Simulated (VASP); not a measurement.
**Ge in VASP 6.6.1, single-point calculation**

INCAR

```
LREAL = .FALSE.
NSW = 0
LCHARG = .FALSE.
LASPH = .TRUE.
NBANDS = 26
SIGMA = 0.02
EDIFF = 1E-7
ISMEAR = -1
PREC = Accurate
METAGGA = SCAN
ISIF = 2
IBRION = -1
NELM = 73
LWAVE = .FALSE.
ENCUT = 520
```

KPOINTS

```
KPOINTS created by Atomic Simulation Environment
0
Gamma
8 8 8
0 0 0
```

POSCAR

```
Ge
 1.0000000000000000
     0.0000000000000000    2.6950298364999998    2.9343236711000000
     2.6950298364999998    0.0000000000000000    2.9343236711000000
     2.6950298364999998    2.6950298364999998    0.0000000000000000
 Ge
   2
Cartesian
  0.0000000000000000  0.0000000000000000  0.0000000000000000
  1.3475149182499997  1.3475149182499997  1.4671618355500000
```

The recommended PBE PAW datasets give the neutral cell 28 valence electrons.

Command

```
mpirun -np 1 vasp_std
```

OSZICAR

```
N       E                     dE             d eps       ncg     rms          rms(c)
DAV:   1     0.167998366345E+03    0.16800E+03   -0.13297E+04  3870   0.308E+03
DAV:   2    -0.107261918037E+02   -0.17872E+03   -0.16961E+03  3100   0.571E+02
DAV:   3    -0.397012770628E+02   -0.28975E+02   -0.28686E+02  3466   0.126E+02
DAV:   4    -0.405888353950E+02   -0.88756E+00   -0.88686E+00  3530   0.252E+01
DAV:   5    -0.406014050117E+02   -0.12570E-01   -0.12568E-01  3566   0.327E+00    0.326E+00
DAV:   6    -0.379503183537E+02    0.26511E+01   -0.29705E-01  3356   0.618E+00    0.171E+00
DAV:   7    -0.379926609433E+02   -0.42343E-01   -0.19135E-01  3208   0.354E+00    0.582E-01
DAV:   8    -0.380005602148E+02   -0.78993E-02   -0.29692E-02  3332   0.170E+00    0.116E-01
DAV:   9    -0.380013100402E+02   -0.74983E-03   -0.42803E-03  4090   0.801E-01    0.613E-02
DAV:  10    -0.380013765283E+02   -0.66488E-04   -0.20508E-04  3460   0.134E-01    0.291E-02
DAV:  11    -0.380014176495E+02   -0.41121E-04   -0.47612E-05  3606   0.628E-02    0.652E-03
DAV:  12    -0.380014013171E+02    0.16332E-04   -0.67810E-06  3270   0.216E-02    0.278E-03
DAV:  13    -0.380013977595E+02    0.35576E-05   -0.93089E-07  3414   0.923E-03    0.333E-04
DAV:  14    -0.380013977530E+02    0.64665E-08   -0.34871E-08  2616   0.212E-03
   1 F= -.38001398E+02 E0= -.38001310E+02  d E =-.175848E-03
```

Standard output (part)

```
POSCAR found type information on POSCAR Ge
 POSCAR found :  1 types and       2 ions
 LDA part: xc-table for (None), standard interpolation
 POSCAR, INCAR and KPOINTS ok, starting setup
 WAVECAR not read
 entering main loop
```

From OUTCAR

```
k-points           NKPTS =     59   k-points in BZ     NKDIM =     59   number of bands    NBANDS=     26

   NELECT =      28.0000    total number of electrons

   dimension x,y,z NGX =    30 NGY =   30 NGZ =   28
   dimension x,y,z NGXF=    60 NGYF=   60 NGZF=   56

  energy-cutoff  :      520.00
  volume of cell :       42.63
      direct lattice vectors                 reciprocal lattice vectors
     0.000000000  2.695029836  2.934323671    -0.185526703  0.185526703  0.170397017
     2.695029836  0.000000000  2.934323671     0.185526703 -0.185526703  0.170397017
     2.695029836  2.695029836  0.000000000     0.185526703  0.185526703 -0.170397017

 k-points in reciprocal lattice and weights: KPOINTS created by Atomic Simulation Env
   0.00000000  0.00000000  0.00000000       0.002
   0.12500000  0.00000000  0.00000000       0.016
   0.25000000  0.00000000  0.00000000       0.016
   0.37500000  0.00000000  0.00000000       0.016
   0.50000000  0.00000000  0.00000000       0.008
   0.12500000  0.12500000  0.00000000       0.004
   0.25000000  0.12500000  0.00000000       0.016
   0.37500000  0.12500000  0.00000000       0.016
   ...

 E-fermi :   5.6626

 k-point     1 :       0.0000    0.0000    0.0000
  band No.  band energies     occupation
      1     -20.2588      2.00000
      2     -20.2588      2.00000
      3     -20.2330      2.00000
      4     -20.2085      2.00000
      5     -20.1965      2.00000
      6     -19.9792      2.00000
      7     -19.9463      2.00000
      8     -19.9407      2.00000
      9     -19.9407      2.00000
     10     -19.9254      2.00000
     11      -8.3782      2.00000
     12       4.8299      2.00000
     13       5.6300      1.67296
     14       5.6311      1.65709
     15       6.0271      0.00000
     16       7.9895      0.00000
     17       7.9903      0.00000
     18       8.4306      0.00000
     19      12.4148      0.00000
     20      14.4836      0.00000
     21      15.4989      0.00000
     22      16.5567      0.00000
     23      17.5875      0.00000
     24      17.5878      0.00000
     25      20.5354      0.00000
     26      31.9420      0.00000

 k-point     2 :       0.1250    0.0000    0.0000
  band No.  band energies     occupation
      1     -20.2681      2.00000
      2     -20.2579      2.00000
      3     -20.2426      2.00000
      4     -20.1911      2.00000
      5     -20.1848      2.00000
      6     -19.9851      2.00000
      7     -19.9678      2.00000
      8     -19.9446      2.00000
      9     -19.9224      2.00000
     10     -19.9202      2.00000
     11      -8.1681      2.00000
     12       2.9799      2.00000
     13       4.7289      2.00000
     14       5.2814      2.00000
     15       6.7885      0.00000
     16       8.5143      0.00000
     17       8.5853      0.00000
     18       9.4186      0.00000
     19      13.3390      0.00000
     20      13.8306      0.00000
     21      15.2198      0.00000
     22      16.3477      0.00000
     23      17.5200      0.00000
     24      19.6488      0.00000
     25      22.1532      0.00000
     26      28.2674      0.00000

 ...

  Total        2.0687777      2.0687777     -0.1400206      0.0000000      0.0000000      0.0000000
  in kB       77.7605339     77.7605339     -5.2630466      0.0000000      0.0000000      0.0000000
  external PRESSURE =      50.0860070 kB  Pullay stress =       0.0000000 kB

 POSITION                                       TOTAL-FORCE (eV/Angst)
 -----------------------------------------------------------------------------------
      0.00000      0.00000      0.00000        -0.000000     -0.000000     -0.000000
      1.34751      1.34751      1.46716         0.000000      0.000000      0.000000
 -----------------------------------------------------------------------------------
    total drift:                                0.000000      0.000000      0.000000

  FREE ENERGIE OF THE ION-ELECTRON SYSTEM (eV)
  ---------------------------------------------------
  free  energy   TOTEN  =       -38.0013977530 eV

  energy  without entropy=      -38.0012219053  energy(sigma->0) =      -38.00130983
```

It converged. Results: gap between bands v and c on the k mesh 0.09 eV; least direct gap on the k mesh 0.40 eV; pressure 5.0 GPa. Band v is the last that the valence electrons fill when counted band by band, and c is the next.

For comparison, a separate PBE run of the intended cell, on usual settings and not on those above, gives a gap of -0.04 eV on its mesh and a pressure of 8.7 GPa.

The run above took about 3.6 min on one core of a shared host (Intel Xeon Platinum 8488C) and held 0.19 GiB at most.
